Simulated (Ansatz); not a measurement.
CoO, several self-consistent solutions

```
CELL_PARAMETERS angstrom
-3.01600 3.01600 4.21450
1.50800 -1.50800 2.10725
1.50800 1.50800 -2.10725
ATOMIC_POSITIONS crystal
Co 0.00000 0.00000 0.00000
O 0.25000 0.50000 0.00000
Co 0.50000 0.00000 0.00000
O 0.75000 0.50000 0.00000
```

Method: r2SCAN in Ansatz 0.2.0, PAW datasets, plane waves to 500 eV, 5×10×10 Γ-centred mesh, fermi-dirac occupations of width 0.050 eV. The atoms are fixed and numbered as listed; spin is collinear, without spin-orbit coupling.

The cycle has several fixed points for this cell. Moments (μB):

| state | Co1 | Co3 | other atoms together | size of the net moment a cell |
| --- | --- | --- | --- | --- |
| A | 2.59 | 2.59 | 0.55 | 6.00 |
| B | 2.51 | -2.51 | 0.00 | 0.00 |
| C | 0.00 | 0.00 | 0.00 | 0.00 |

Site moments are taken in small spheres that don't touch (radius about 0.4 of the atom's shortest bond), so those of the magnetic atoms read low, and they needn't add up to the net moment. State C was run without spin polarisation.

**Question.** Which state has the lowest energy at zero smearing, and how far up are the others?

**Answer.** State B (antiparallel, compensated) is lowest; A (parallel moments) lies 52 meV above it, C (without moments) lies 624 meV above it, all counted an atom of the cell.

**Question.** Which states have a gap on the mesh, and what pressure does each exert on this cell?

**Answer.** A: gap 0.34 eV, 0.2 GPa; B: gap 0.88 eV, -2.6 GPa; C: no gap, -24.7 GPa (positive in compression). Moments take up room: without them the pressure is lower, so that state wants a smaller cell.

**Question.** Compare the parallel order A with the antiparallel order B.

**Answer.** Between A and B the moments keep their size (2.59 against 2.51 μB in the mean), so the difference mostly measures the exchange between the flipped sites: the antiparallel order gains 105 meV for each Co atom. The nearest flipped pair stands 3.00 Å apart. Flipped pairs are linked through O; the widest Co–O–Co angle among the nearer links is 180°, at 4.21 Å between the metal atoms. A nearly straight link favours antiparallel spins by superexchange as a rule of thumb, which fits.

**Question.** How much does the cell gain by forming moments?

**Answer.** 624 meV an atom of the cell, or 1248 meV for each Co atom, against state C, which has none. A run without spin would miss this and give wrong energies and forces. That state isn't the paramagnet, which keeps its moments, so this is no ordering energy.

The cell is that of a Crystallography Open Database entry, unchanged but doubled along one cell vector so that moments can oppose.

Caveats: only orders that fit this cell and collinear spins were tried, so the true order may need a larger cell or canted moments; atoms and cell are not relaxed, and each state would relax in its own way; semilocal functionals without U often misplace the states of 3d oxides, halides and chalcogenides; the k mesh is coarse, so differences of a few meV are uncertain where a state is a metal; one start a pattern, so a lower state of the same pattern may exist; the nearest magnetic atoms form triangles, which frustrates antiparallel coupling, so the true order may be non-collinear or need another cell.
